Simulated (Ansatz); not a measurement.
# Relaxing InSb

The calculation used Ansatz 0.2.0, DFT PBE, scalar-relativistic, plane waves, PAW. Run with 420 eV cutoff, 12×12×12 k-mesh, Gaussian smearing of 0.10 eV, no spin polarisation.

What was changed: relaxed at -2 GPa.

Command:

```bash
ansatz run input.yaml --threads 1 --pin off --max-ram 2560MiB --backend cpu --events-out ev --progress --plain --runs-dir out
```

Input:

```yaml
crystal:
  lattice:
    - [0.0, 3.3382483034, 3.3382483034]
    - [3.3382483034, 0.0, 3.3382483034]
    - [3.3382483034, 3.3382483034, 0.0]
  atoms:
    - { symbol: In, position: [0.0, 0.0, 0.0] }
    - { symbol: Sb, position: [0.25, 0.25, 0.25] }
basis:
  ecutwfc: 420
kpoints:
  mp_grid: { grid: [12, 12, 12] }
hamiltonian:
  xc: pbe
scf:
  occupations: { method: gaussian, width: 0.1 }
output:
  forces: true
  stress: true
  eigenvalues: true
relax:
  adjacent_minimum: "off"
  f_tol: 0.008
  max_steps: 50
  cell: { stress_tol: 0.08, p_target: -2.0 }
```

F is the free energy. Steps run on the plane waves of an earlier cell, but the last one, and at times one on the way, on a freshly chosen basis, so a repeated geometry can differ a little in energy. The relaxation lowers the enthalpy F + PV at the target pressure, so F itself can rise.

Steps:

| step | F − F(1) (eV) | largest force component (eV/Å) | V (Å³/atom) | P (GPa) |
| --- | --- | --- | --- | --- |
| 1 | 0.0000 | 0.000 | 37.201 | -0.66 |
| 2 | 0.0334 | 0.000 | 39.060 | -2.09 |
| 3 | 0.0301 | 0.000 | 38.934 | -2.01 |
| 4 | 0.0296 | 0.000 | 38.934 | -2.01 |

Relaxed structure:

```yaml
crystal:
  lattice:
    - [0.00000, 3.38929, 3.38929]
    - [3.38929, 0.00000, 3.38929]
    - [3.38929, 3.38929, 0.00000]
  atoms:
    - { symbol: In, position: [0.00000, 0.00000, 0.00000] }
    - { symbol: Sb, position: [0.25000, 0.25000, 0.25000] }
```

Symmetry: F-43m, No. 216, cubic system. Conventional cell: a = 6.779 Å, b = 6.779 Å, c = 6.779 Å, α = 90.00°, β = 90.00°, γ = 90.00°. In (site symmetry -43m) is surrounded by 4 Sb at 2.94 Å. Sb (site symmetry -43m) is surrounded by 4 In at 2.94 Å.

The run converged. It took 46 s on 1 thread of Arm Neoverse V1, on a shared host, peak memory 0.43 GiB.